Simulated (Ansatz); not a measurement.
Base system: InN in the wurtzite structure (space group P6_3mc, No. 186; a = 3.547 Å, c = 5.723 Å).

All numbers come from Ansatz (a program for electronic structure), r2SCAN, PAW, cutoff 500 eV, no SOC.

Base values:

The pressure is 0.0 kbar.

Modification: the cell is scaled by 0.9737 in all directions, atoms relaxed at fixed cell.

Predict the new energy relative to the base and pressure.

The energy grows by 47 meV/atom; the pressure (mean of the normal stresses, compression positive) goes from zero to 134.3 kbar.

The cells carry an imposed strain or load. No phonon test of stability was made.
